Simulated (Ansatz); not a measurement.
**Equation of state of SiC from a dense series**

```xyz
4
Lattice="3.0760 0.0000 0.0000 -1.5380 2.6639 0.0000 0.0000 0.0000 5.0480" Properties=species:S:1:pos:R:3 pbc="T T T"
Si    0.0000    1.7759    0.0000
Si    1.5380    0.8880    2.5240
C     0.0000    1.7759    1.9435
C     1.5380    0.8880    4.4675
```

Atoms are numbered in the order listed.

The conventional cell has a = 3.076 Å, b = 3.076 Å, c = 5.048 Å, α = 90.00°, β = 90.00°, γ = 120.00°. Around Si (atom 1) lie 4 C at 1.87 to 1.94 Å. C (atom 3) is surrounded by 4 Si at 1.87 to 1.94 Å.

The geometry is COD entry 9008875, unchecked; take it as a test cell.

Level of theory: Ansatz 0.2.0, DFT, PBE, all-electron LAPW, scalar-relativistic.

Numerical set-up: a Γ-centred 15×15×8 k mesh, Fermi–Dirac smearing of 0.08 eV, basis error target 1 meV/atom, no spin polarisation.

The cell is scaled evenly. Fractional coordinates are held (clamped ions).

```csv
V (Å³/atom),P (GPa)
9.721,19.52
9.927,13.73
10.134,8.48
10.238,6.04
10.341,3.71
10.444,1.50
10.548,-0.61
10.755,-4.54
```

Question: Fit a third-order Birch–Murnaghan curve to the pressures.

Answer: P = (3B0/2)(y^(7/2) − y^(5/2))[1 + (3/4)(B0′ − 4)(y − 1)] with y = (V0/V)^(2/3) fits within 0.01 GPa for V0 = 10.517 Å³/atom, B0 = 212.5 GPa and B0′ = 3.89.

Question: Predict the pressure at the withheld volume, 10.961 Å³/atom.

Answer: There y = 0.9728, so the fit gives -8.11 GPa; the run gave -8.10 GPa.
